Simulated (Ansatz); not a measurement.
Runs of Ansatz 0.2.0 on BaTe. It takes space group Fm-3m (No. 225, cubic). Conventional cell: a = 6.820 Å, b = 6.820 Å, c = 6.820 Å, α = 90.00°, β = 90.00°, γ = 90.00°. Ba (site symmetry m-3m) has 6 Te at 3.41 Å as nearest neighbours. Around Te (site symmetry m-3m) lie 6 Ba at 3.41 Å. 

```tsv
task	potentials or basis	cell	cutoff (eV)	gap on the mesh (eV)	pressure (GPa)
band structure	all-electron LAPW, scalar-relativistic	as given	136	1.39	1.9
band structure	all-electron LAPW, non-relativistic	as given	136	1.25	2.6
relaxation of cell and atoms	all-electron LAPW, scalar-relativistic	relaxed to 20 GPa	-	(b)	20.0
relaxation of cell and atoms	all-electron LAPW, scalar-relativistic	relaxed to 30 GPa	-	-	30.0
relaxation of cell and atoms	all-electron LAPW, scalar-relativistic	relaxed to 10 GPa	-	(a)	10.0
```

Alike in all rows: level PBEsol; no spin polarisation; k mesh 7 × 7 × 7; smearing fermi-dirac 0.05 eV; basis error allowed 0.001 eV/atom.

Q: Estimate the missing entries.

A: (a) 0.98; (b) 0.57.

Caveats: spin-orbit coupling is left out, which moves the levels of the heavy elements (some runs); an odd mesh through Γ misses points on the zone boundary, where band edges often lie (some runs); relativity is left out, which matters for the heavier elements (some runs).

A k mesh can miss the band edges, and the runs leave out spin-orbit coupling on Ba, Te.
